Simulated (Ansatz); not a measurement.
**Rh and the effect of the dispersion correction**

The cell as given:

It takes space group Fm-3m (No. 225, cubic). Conventional cell: a = 3.796 Å, b = 3.796 Å, c = 3.796 Å, α = 90.00°, β = 90.00°, γ = 90.00°. Rh (site symmetry m-3m) has 12 Rh at 2.68 Å as nearest neighbours.

Kept alike: task relaxation of cell and atoms; functional r2SCAN; k mesh 12 × 12 × 12; occupations fermi-dirac, width 0.05 eV; no spin polarisation. Program: Ansatz, Ansatz PAW, cutoff 500 eV. The mesh is that of the run's cell of 1 atom. No spin-orbit coupling.

| dispersion correction | volume (Å³/atom) |
| --- | --- |
| D3(BJ) | 13.537 |
| D3(BJ)-ATM | 13.627 |
| D4 | 13.585 |
| none | 13.710 |
| rVV10 | 13.577 |

The relaxations keep at least the cell's symmetry (Fm-3m). For a metal such a mesh leaves the last digits unconverged. Relaxations stop with a little pressure left, so the last digits of a volume or edge aren't settled. All rows use potentials made for PBE.

Question: What does the dispersion correction change here?

Answer: The volume runs from 13.537 (D3(BJ)) to 13.710 Å³/atom (none). Against no correction: D3(BJ) -1.3 %; D3(BJ)-ATM -0.6 %; D4 -0.9 %; rVV10 -1.0 %. Dispersion terms mostly attract and so lower the volume; the schemes' coefficients and damping set how far.
